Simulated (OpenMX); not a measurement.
Runs of OpenMX 3.8.5 on Cd. The structure is hexagonal, space group P6_3/mmc (No. 194). The conventional cell has a = 2.979 Å, b = 2.979 Å, c = 5.618 Å, α = 90.00°, β = 90.00°, γ = 120.00°. Cd (site symmetry -6m2) has 12 Cd at 2.98 to 3.29 Å as nearest neighbours. 

```csv
cell,mesh quality,gap on the mesh (eV),pressure (GPa),largest force (eV/Å)
"P6_3/mmc, 21.59 Å³/atom",not flagged,none,2.6,0.01
"P6_3/mmc, 23.35 Å³/atom",not flagged,none,-2.1,0.01
"P6_3/mmc, 22.46 Å³/atom",not flagged,none,(b),0.01
"P6_3/mmc, 20.73 Å³/atom",not flagged,none,6.2,0.01
"P6_3/mmc, 19.89 Å³/atom",coarse,none,(a),0.02
```

Alike in all rows: task single point; level PBE; potentials or basis OpenMX 2013 PBE set, Cd7.0-s3p2d2, grid cutoff 500 Ry; no spin polarisation; k mesh 7 × 7 × 5; smearing fermi-dirac 0.05 eV.

Fill in the values left out.

(a) 11.0; (b) -0.1.

Caveats: some runs use coarse meshes; the basis of atomic orbitals isn't converged, which shifts pressures, moduli and gaps.

A k mesh can miss the band edges, and the runs leave out spin-orbit coupling on Cd.

A gap of «none» marks a metal or a gap under the smearing width.
